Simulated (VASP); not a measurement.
# Rb (Pm-3m) in VASP: single point with PBE

Aim: the single point of Rb with PBE.

Program: VASP 6.6.1. These are calculated values, not measurements. Logs are shortened: lines on timing, memory, paths and dates and some standing lists are left out, and cuts for length are marked.

**1. Starting point**

It takes space group Pm-3m (No. 221, cubic). Conventional cell: a = 4.634 Å, b = 4.634 Å, c = 4.634 Å, α = 90.00°, β = 90.00°, γ = 90.00°.

The cell was built by a generator and needn't be a form met in nature.

**2. Single point, PBE**

INCAR

```
PREC = Accurate ; ENCUT = 520
EDIFF = 1E-7 ; ISMEAR = -1
SIGMA = 0.13605693000000002 ; LREAL = False
LASPH = True ; NELM = 60
ALGO = Normal ; ISIF = 2
LWAVE = False ; LCHARG = False
GGA = PE ; NBANDS = 10
```

KPOINTS

```
Automatic mesh
0
Gamma
  8 8 8
```

POSCAR

```
Rb
1.0
    4.6338399230      0.0000000000      0.0000000000
    0.0000000000      4.6338399230      0.0000000000
    0.0000000000      0.0000000000      4.6338399230
Rb
1
Direct
    0.0000000000      0.0000000000      0.0000000000
```

Potentials or basis: VASP PAW PBE potentials, release 64 (Rb_sv).

Run with:

```
$ cat potpaw_PBE.64/Rb_sv/POTCAR > POTCAR
$ mpirun -np 1 vasp_std > vasp.out
```

OUTCAR:

```text
PREC = Accurate
   ENCUT = 520
   EDIFF = 1E-7
   ISMEAR = -1
   LREAL = False
   LASPH = True
   NELM = 60
   ISIF = 2
   GGA = PE

 ion  position               nearest neighbor table
   1  0.000  0.000  0.000-

  LATTYP: Found a simple cubic cell.
 ALAT       =     4.6338399230

  Lattice vectors:

 A1 = (   4.6338399230,   0.0000000000,   0.0000000000)
 A2 = (   0.0000000000,   4.6338399230,   0.0000000000)
 A3 = (   0.0000000000,   0.0000000000,   4.6338399230)

Analysis of symmetry for initial positions (statically):
=====================================================================
 Subroutine PRICEL returns:
 Original cell was already a primitive cell.

 Routine SETGRP: Setting up the symmetry group for a
 simple cubic supercell.

 Subroutine GETGRP returns: Found 48 space group operations
 (whereof 48 operations were pure point group operations)
 out of a pool of 48 trial point group operations.

The static configuration has the point symmetry O_h .

Analysis of symmetry for dynamics (positions and initial velocities):
=====================================================================
 Subroutine PRICEL returns:
 Original cell was already a primitive cell.

 Routine SETGRP: Setting up the symmetry group for a
 simple cubic supercell.

 Subroutine GETGRP returns: Found 48 space group operations
 (whereof 48 operations were pure point group operations)
 out of a pool of 48 trial point group operations.

The dynamic configuration has the point symmetry O_h .

 Subroutine INISYM returns: Found 48 space group operations
 (whereof 48 operations are pure point group operations),
 and found     1 'primitive' translations

----------------------------------------------------------------------------------------

                                     Primitive cell

  volume of cell :      99.5000

  direct lattice vectors                    reciprocal lattice vectors
     4.633839923  0.000000000  0.000000000     0.215803743  0.000000000  0.000000000
     0.000000000  4.633839923  0.000000000     0.000000000  0.215803743  0.000000000
     0.000000000  0.000000000  4.633839923     0.000000000  0.000000000  0.215803743

  length of vectors
     4.633839923  4.633839923  4.633839923     0.215803743  0.215803743  0.215803743

  position of ions in fractional coordinates (direct lattice)
     0.000000000  0.000000000  0.000000000

  ion indices of the primitive-cell ions
   primitive index   ion index
                 1           1

----------------------------------------------------------------------------------------

 KPOINTS: Automatic mesh

Automatic generation of k-mesh.
 Grid dimensions read from file:
 generate k-points for:    8    8    8

 Generating k-lattice:

  Cartesian coordinates                     Fractional coordinates (reciprocal lattice)
     0.026975468  0.000000000  0.000000000     0.125000000  0.000000000  0.000000000
     0.000000000  0.026975468  0.000000000     0.000000000  0.125000000  0.000000000
     0.000000000  0.000000000  0.026975468     0.000000000  0.000000000  0.125000000

  Length of vectors
     0.026975468  0.026975468  0.026975468

  Shift w.r.t. Gamma in fractional coordinates (k-lattice)
     0.000000000  0.000000000  0.000000000

 Subroutine IBZKPT returns following result:
 ===========================================

 Found     35 irreducible k-points:

 Following reciprocal coordinates:
            Coordinates               Weight
  0.000000  0.000000  0.000000      1.000000
  0.125000  0.000000  0.000000      6.000000
  0.250000  0.000000  0.000000      6.000000
  0.375000  0.000000  0.000000      6.000000
  0.500000  0.000000  0.000000      3.000000
  0.125000  0.125000  0.000000     12.000000
[... 16 lines left out ...]
  0.375000  0.375000  0.125000     24.000000
  0.500000  0.375000  0.125000     24.000000
 [... further k-points ...]
   k-points           NKPTS =     35   k-points in BZ     NKDIM =     35   number of bands    NBANDS=     10
   number of dos      NEDOS =    301   number of ions     NIONS =      1
   total plane-waves  NPLWV =  46656
   dimension x,y,z NGX =    36 NGY =   36 NGZ =   36
   dimension x,y,z NGXF=    72 NGYF=   72 NGZF=   72
   ions per type =               1
   NGX,Y,Z   is equivalent  to a cutoff of  12.92, 12.92, 12.92 a.u.
   NGXF,Y,Z  is equivalent  to a cutoff of  25.83, 25.83, 25.83 a.u.
 SYSTEM =  unknown system
   PREC   = accura    normal or accurate (medium, high low for compatibility)
   ISTART =      0    job   : 0-new  1-cont  2-samecut
   ICHARG =      2    charge: 1-file 2-atom 10-const
   ISPIN  =      1    spin polarized calculation?
   LNONCOLLINEAR =      F non collinear calculations
   LSORBIT =      F    spin-orbit coupling
   LASPH  =      T    aspherical Exc in radial PAW
   ENCUT  =  520.0 eV  38.22 Ry    6.18 a.u.   8.62  8.62  8.62*2*pi/ulx,y,z
   NELM   =     60;   NELMIN=  2; NELMDL= -5     # of ELM steps
   EDIFF  = 0.1E-06   stopping-criterion for ELM
   LREAL  =      F    real-space projection
   EDIFFG = 0.1E-05   stopping-criterion for IOM
   NSW    =      0    number of steps for IOM
   IBRION =     -1    ionic relax: 0-MD 1-quasi-New 2-CG
   NFREE  =      0    steps in history (QN), initial steepest desc. (CG)
   ISIF   =      2    stress and relaxation
   ISYM   =      2    0-nonsym 1-usesym 2-fastsym
   POTIM  = 0.5000    time-step for ionic-motion
   TEBEG  =    0.0;   TEEND  =   0.0 temperature during run
   PSTRESS=    0.0 pullay stress
   NELECT =       9.0000    total number of electrons
   NUPDOWN=      -1.0000    fix difference up-down
   EMIN   =  10.00;   EMAX   =-10.00  energy-range for DOS
   EFERMI =   0.00;   METHOD = LEGACY
   ISMEAR =    -1;   SIGMA  =   0.14  broadening in eV -4-tet -1-fermi 0-gaus
   EFERMI_NEDOS =   21; number of points for ismear=-14 and -15
   IALGO  =     38    algorithm
   IMIX   =      4    mixing-type and parameters
     AMIX     =   0.40;   BMIX     =  1.00
     AMIX_MAG =   1.60;   BMIX_MAG =  1.00
  volume/ion in A,a.u.               =      99.50       671.46
  Fermi-wavevector in a.u.,A,eV,Ry     =   0.734877  1.388716  7.347747  0.540044
  Thomas-Fermi vector in A             =   1.827937
   LORBIT       =      0    0 simple, 1 ext, 2 COOP (PROOUT), +10 PAW based schemes
   GGA     = PE    functional components
[... 5 lines left out ...]
 non-spin polarized calculation
  energy-cutoff  :      520.00
  volume of cell :       99.50
 maximum number of plane-waves:      2721
 NGX is ok and might be reduce to    36
   NGX = 17   NGY = 17   NGZ = 17

 number of electron       9.0000000 magnetization

 Free energy of the ion-electron system (eV)
  ---------------------------------------------------
  ext. energy  EPLUGINS =         0.00000000
  ---------------------------------------------------
  free energy    TOTEN  =        -0.86890683 eV

  energy without entropy =       -0.81579079  energy(sigma->0) =       -0.84234881

 E-fermi :  -0.1606     XC(G=0):  -5.2432

 val. band max:       -0.1658090043   @ k =   0.5000   0.1250   0.0000
 cond. band min:      -0.0130350861   @ k =   0.5000   0.1250   0.1250
 fundamental gap:      0.1527739182
 Fermi energy:        -0.1606351855

 k-point     1 :       0.0000    0.0000    0.0000
  band No.  band energies     occupation
      1     -29.2440      2.00000
      2     -13.2772      2.00000
      3     -13.2772      2.00000
      4     -13.2772      2.00000
      5      -2.0168      2.00000
      6       2.1705      0.00000
      7       2.1705      0.00000
      8       5.4870      0.00000
      9       5.4871      0.00000
     10       5.4920      0.00000

 k-point     2 :       0.1250    0.0000    0.0000
  band No.  band energies     occupation
      1     -29.2434      2.00000
      2     -13.2943      2.00000
      3     -13.2758      2.00000
      4     -13.2758      2.00000
      5      -1.8818      1.99999
      6       2.0834      0.00000
      7       2.2369      0.00000
      8       4.9029      0.00000
      9       4.9029      0.00000
     10       4.9979      0.00000

 k-point     3 :       0.2500    0.0000    0.0000
  band No.  band energies     occupation
      1     -29.2419      2.00000
      2     -13.3352      2.00000
      3     -13.2723      2.00000
      4     -13.2723      2.00000
      5      -1.4930      1.99989
      6       1.6322      0.00000
      7       2.4159      0.00000
      8       4.3702      0.00000
      9       4.3702      0.00000
     10       4.8478      0.00000

 k-point     4 :       0.3750    0.0000    0.0000
  band No.  band energies     occupation
      1     -29.2404      2.00000
      2     -13.3754      2.00000
      3     -13.2688      2.00000
      4     -13.2688      2.00000
      5      -0.8962      1.99106
      6       0.8311      0.00137
      7       2.6321      0.00000
      8       4.0232      0.00000
      9       4.0232      0.00000
     10       5.4664      0.00000

 k-point     5 :       0.5000    0.0000    0.0000
  band No.  band energies     occupation
      1     -29.2398      2.00000
      2     -13.3919      2.00000
      3     -13.2674      2.00000
      4     -13.2674      2.00000
      5      -0.3197      1.52607
      6       0.1571      0.17643
      7       2.7380      0.00000
      8       3.9033      0.00000
      9       3.9033      0.00000
     10       5.8176      0.00000

 k-point     6 :       0.1250    0.1250    0.0000
  band No.  band energies     occupation
      1     -29.2428      2.00000
      2     -13.2935      2.00000
      3     -13.2921      2.00000
      4     -13.2744      2.00000
      5      -1.7478      1.99998
      6       2.1192      0.00000
      7       2.2056      0.00000
      8       4.1887      0.00000
      9       4.7797      0.00000
     10       5.3803      0.00000

 k-point     7 :       0.2500    0.1250    0.0000
  band No.  band energies     occupation
      1     -29.2413      2.00000
      2     -13.3334      2.00000
      3     -13.2890      2.00000
      4     -13.2709      2.00000
      5      -1.3623      1.99971
      6       1.7186      0.00000
      7       2.3659      0.00000
      8       3.7997      0.00000
      9       4.3982      0.00000
     10       5.3037      0.00000

 k-point     8 :       0.3750    0.1250    0.0000
  band No.  band energies     occupation
      1     -29.2398      2.00000
      2     -13.3734      2.00000
      3     -13.2853      2.00000
      4     -13.2674      2.00000
      5      -0.7689      1.97738
      6       0.9125      0.00075
      7       2.6240      0.00000
      8       3.6210      0.00000
      9       4.0765      0.00000
     10       5.4014      0.00000

 k-point     9 :       0.5000    0.1250    0.0000
  band No.  band energies     occupation
      1     -29.2392      2.00000
      2     -13.3898      2.00000
      3     -13.2838      2.00000
      4     -13.2660      2.00000
      5      -0.1658      1.01901
      6       0.2097      0.12342
      7       2.7801      0.00000
      8       3.4859      0.00000
      9       3.9605      0.00000
     10       5.4404      0.00000
[... 118 lines left out ...]
 k-point    19 :       0.5000    0.1250    0.1250
  band No.  band energies     occupation
      1     -29.2386      2.00000
      2     -13.3877      2.00000
      3     -13.2830      2.00000
      4     -13.2817      2.00000
      5      -0.0130      0.50518
      6       0.2654      0.08365
      7       2.8427      0.00000
      8       3.2852      0.00000
      9       3.8687      0.00000
     10       4.9508      0.00000

 k-point    20 :       0.2500    0.2500    0.1250
  band No.  band energies     occupation
      1     -29.2392      2.00000
      2     -13.3288      2.00000
      3     -13.3259      2.00000
      4     -13.2839      2.00000
      5      -0.8643      1.98871
      6       2.0103      0.00000
      7       2.0623      0.00000
      8       3.3267      0.00000
      9       3.8758      0.00000
     10       4.4478      0.00000

 k-point    21 :       0.3750    0.2500    0.1250
  band No.  band energies     occupation
      1     -29.2378      2.00000
      2     -13.3666      2.00000
      3     -13.3231      2.00000
      4     -13.2803      2.00000
      5      -0.2974      1.46420
      6       1.2384      0.00007
      7       2.3768      0.00000
      8       3.2334      0.00000
      9       3.7704      0.00000
     10       4.4098      0.00000

 k-point    22 :       0.5000    0.2500    0.1250
  band No.  band energies     occupation
      1     -29.2372      2.00000
      2     -13.3826      2.00000
      3     -13.3213      2.00000
      4     -13.2787      2.00000
      5       0.4167      0.02831
      6       0.4241      0.02683
      7       2.6991      0.00000
      8       2.8851      0.00000
      9       3.9616      0.00000
     10       4.3505      0.00000

 k-point    23 :       0.3750    0.3750    0.1250
  band No.  band energies     occupation
      1     -29.2363      2.00000
      2     -13.3624      2.00000
      3     -13.3610      2.00000
      4     -13.2767      2.00000
      5       0.2034      0.12889
      6       1.4105      0.00002
      7       1.9372      0.00000
      8       2.8838      0.00000
      9       3.9363      0.00000
     10       4.2929      0.00000

 k-point    24 :       0.5000    0.3750    0.1250
  band No.  band energies     occupation
      1     -29.2357      2.00000
      2     -13.3775      2.00000
      3     -13.3597      2.00000
      4     -13.2752      2.00000
      5       0.6459      0.00531
      6       1.0479      0.00028
      7       2.1381      0.00000
      8       2.5043      0.00000
      9       4.1540      0.00000
     10       4.2162      0.00000

 [... further k-points ...]

------------------------ aborting loop because EDIFF is reached ----------------------------------------

  FORCE on cell =-STRESS in cart. coord.  units (eV):
  Direction    XX          YY          ZZ          XY          YZ          ZX
  --------------------------------------------------------------------------------------
  -------------------------------------------------------------------------------------
  Total       -0.0013241     -0.0013241     -0.0013241      0.0000000     -0.0000000      0.0000000
  in kB       -0.0213210     -0.0213210     -0.0213210      0.0000000     -0.0000000      0.0000000
  external PRESSURE =      -0.0213210 kB  Pullay stress =       0.0000000 kB

 VOLUME and BASIS-vectors are now :
 -----------------------------------------------------------------------------
  energy-cutoff  :      520.00
  volume of cell :       99.50
      direct lattice vectors                 reciprocal lattice vectors
     4.633839923  0.000000000  0.000000000     0.215803743  0.000000000  0.000000000
     0.000000000  4.633839923  0.000000000     0.000000000  0.215803743  0.000000000
     0.000000000  0.000000000  4.633839923     0.000000000  0.000000000  0.215803743

 POSITION                                       TOTAL-FORCE (eV/Angst)
 -----------------------------------------------------------------------------------
      0.00000      0.00000      0.00000         0.000000      0.000000      0.000000
 -----------------------------------------------------------------------------------
    total drift:                                0.000000      0.000000     -0.000000

  FREE ENERGIE OF THE ION-ELECTRON SYSTEM (eV)
  ---------------------------------------------------
  free  energy   TOTEN  =        -0.8689068318 eV

  energy  without entropy=       -0.8157907853  energy(sigma->0) =       -0.84234881
```

Wall time 11 s (1 thread of Intel Xeon 6975P-C (Granite Rapids), shared host); peak memory 0.2 GiB.

Results:

| Item | Value |
| --- | --- |
| Free energy | -0.8689 eV |
| Pressure | 0.0 GPa |
| Band gap on the k mesh | none (metal or under the smearing width) |
